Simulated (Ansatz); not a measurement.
PbI2 (started from an entry of an open crystallographic database), relaxed with r2SCAN+rVV10: space group P-3m1 (No. 164), trigonal; a = 4.566 Å, c = 7.041 Å in the conventional setting, 42.37 Å³ an atom. Pb is surrounded by 6 I at 3.24 Å; I is surrounded by 3 Pb at 3.24 Å. One-shot G0W0@PBE in the plane-wave code Ansatz on a 6×6×2 mesh (contour deformation, no spin-orbit coupling), from a PBE gap of 2.228 eV over the mesh points (the G0W0 gap is direct on the mesh); the number N of bands summed and the screening cutoff rise together. Calculated for a static, non-magnetic cell.

```tsv
N	cutoff (eV)	1000/N	G0W0 gap (eV)
312	100	3.205	3.120
721	180	1.387	3.219
```

Lay a straight line in 1000/N through these rows.
The slope is -0.0545 eV per unit of 1000/N and the intercept 3.295 eV.

Predict the gap at N = 1376 (260 eV).
3.295 + (-0.0545) × 0.727 = 3.255 eV; the run gives 3.255 eV, 0.000 eV from the line.

With that run's result added, what limit do the last two rows suggest?
Their slope is (3.255 − 3.219)/(0.727 − 1.387) = -0.0545, which meets 1/N = 0 at 3.29 eV, against 3.295 eV from the first line. The two lines nearly agree; the k mesh isn't extrapolated.

Spin-orbit coupling is left out; in compounds of Pb, Bi, Tl or Hg it can lower a gap by up to about 1 eV, split its edges or invert the bands.
